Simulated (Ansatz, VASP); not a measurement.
## Two plane-wave programs on Mg

INCAR

```
ALGO = Normal
EDIFF = 1E-6
ENCUT = 520
GGA = PS
ISIF = 2
ISMEAR = -1
LASPH = True
LCHARG = True
LELF = True
LREAL = False
LVHAR = True
LWAVE = False
NBANDS = 7
NELM = 60
PREC = Accurate
SIGMA = 0.1
```

Contents of KPOINTS:

```
k-points
0
Gamma
  9 9 9
```

Contents of POSCAR:

```
Mg
1.0
   -1.8359920000      1.8359920000      1.6794040000
    1.8359920000     -1.8359920000      1.6794040000
    1.8359920000      1.8359920000     -1.6794040000
Mg
1
Direct
    0.0000000000      0.0000000000      0.0000000000
```

Input for Ansatz:

```yaml
crystal:
  lattice:
    - [-1.835992, 1.835992, 1.679404]
    - [1.835992, -1.835992, 1.679404]
    - [1.835992, 1.835992, -1.679404]
  atoms:
    - { symbol: Mg, position: [0.0, 0.0, 0.0] }
kpoints:
  mp_grid:
    grid: [9, 9, 9]
hamiltonian:
  xc: pbesol
scf:
  occupations:
    method: fermi_dirac
    width: 0.1
output:
  stress: true
  eigenvalues: true
```

This isn't the form of Mg at room conditions, which is hcp.

Alike in both runs: task single point; functional PBEsol; k mesh 9 × 9 × 9; occupations fermi-dirac, width 0.1 eV; no spin polarisation.

```csv
,VASP,Ansatz
version,VASP 6.6.1,Ansatz 0.2.0
potentials or method,"VASP PAW PBE potentials, release 64 (Mg)","plane waves, PAW"
plane-wave cutoff (eV),520,420
valence electrons in the cell,2,10
```

```tsv
	VASP	Ansatz	Ansatz less VASP
gap on the k mesh at the Fermi level (eV)	none	none	-
pressure (GPa)	-0.2	-0.2	+0.05
largest component of the traceless stress (GPa)	0.13	0.13	-0.002
```

A gap of «none» marks a metal or a gap that the smearing closes. The two sets of potentials don't hold the same shells in valence.

Caveats: the PAW data sets were made with another functional, which shifts forces and pressure a little (VASP).
